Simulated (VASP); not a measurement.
Wanted: the native input for a VASP 6.6.1 run.

```yaml
Task: band structure
Functional: TB-mBJ
Potentials_or_basis: VASP PAW PBE potentials, release 64 (Mo_sv, S)
Cutoff: 520 eV
k_mesh: 9 × 9 × 2
Occupations: gaussian, width 0.03 eV
Spin: spin-orbit coupling, no magnetisation
Further_INCAR_settings: ALGO = Normal; EDIFF = 1e-06; NBANDS = 68
```

The system is MoS2.

```
CELL_PARAMETERS angstrom
3.14878 0.00000 0.00000
-1.57439 2.72692 0.00000
0.00000 0.00000 12.08852
ATOMIC_POSITIONS crystal
Mo 0.33333 0.66667 0.25000
Mo 0.66667 0.33333 0.75000
S 0.33333 0.66667 0.62053
S 0.66667 0.33333 0.12053
S 0.33333 0.66667 0.87947
S 0.66667 0.33333 0.37947
```

These files were run (other wordings do the same):

POSCAR

```
MoS2                                    
1.0
    3.1487811847      0.0000000000      0.0000000000
   -1.5743905923      2.7269244969      0.0000000000
    0.0000000000      0.0000000000     12.0885171618
  Mo              S             
     2     4
Direct
     0.3333333332999970    0.6666666667000030    0.2500000000000000
     0.6666666667000030    0.3333333332999970    0.7500000000000000
     0.3333333332999970    0.6666666667000030    0.6205253139512692
     0.6666666667000030    0.3333333332999970    0.1205253139512692
     0.3333333332999970    0.6666666667000030    0.8794746860487308
     0.6666666667000030    0.3333333332999970    0.3794746860487308
```

INCAR.step1

```
ALGO = Normal ; EDIFF = 1E-5
ENCUT = 520 ; GGA = PE
GGA_COMPAT = False ; ISIF = 2
ISMEAR = 0 ; KPAR = 2
LASPH = True ; LCHARG = False
LMAXMIX = 4 ; LNONCOLLINEAR = True
LORBIT = 11 ; LREAL = False
LSORBIT = True ; LWAVE = True
MAGMOM = 0 0 0 0 0 0 0 0 0 0 0 0 0 0 0 0 0 0 ; NBANDS = 68
NELM = 80 ; PREC = Accurate
SIGMA = 0.03
```

INCAR.step2

```
ALGO = Normal ; EDIFF = 1E-6
ENCUT = 520 ; GGA_COMPAT = False
ISIF = 2 ; ISMEAR = 0
ISTART = 1 ; KPAR = 2
LASPH = True ; LCHARG = False
LMAXMIX = 4 ; LNONCOLLINEAR = True
LORBIT = 11 ; LREAL = False
LSORBIT = True ; LWAVE = False
MAGMOM = 0 0 0 0 0 0 0 0 0 0 0 0 0 0 0 0 0 0 ; METAGGA = MBJ
NBANDS = 68 ; NELM = 80
PREC = Accurate ; SIGMA = 0.03
```

KPOINTS

```
k-points
0
Gamma
  9 9 2
```

KPOINTS_OPT

```
explicit points
213
Reciprocal
 0.0000000000  0.0000000000  0.0000000000 1
 0.0357142857  0.0000000000  0.0000000000 1
 0.0714285714  0.0000000000  0.0000000000 1
 0.1071428571  0.0000000000  0.0000000000 1
 0.1428571429  0.0000000000  0.0000000000 1
 0.1785714286  0.0000000000  0.0000000000 1
[... 205 lines left out ...]
 0.5000000000  0.0000000000  0.0686498900 1
 0.5000000000  0.0000000000 -0.0686498900 1
```

Potentials or basis: VASP PAW PBE potentials, release 64 (Mo_sv, S).

Launch:

```sh
$ cat potpaw_PBE.64/Mo_sv/POTCAR potpaw_PBE.64/S/POTCAR > POTCAR
$ cp INCAR.step1 INCAR
$ mpirun -np 2 vasp_ncl > vasp.out
$ cp INCAR.step2 INCAR
$ mpirun -np 2 vasp_ncl > vasp.out
```

It gave:

The valence electrons inside the program's atomic spheres are Mo 12.38; S 3.89.

Run time: 33 min on 2 MPI ranks on Intel(R) Xeon(R) Platinum 8488C (Sapphire Rapids), with other jobs on the host, peak memory 0.74 GiB a rank.
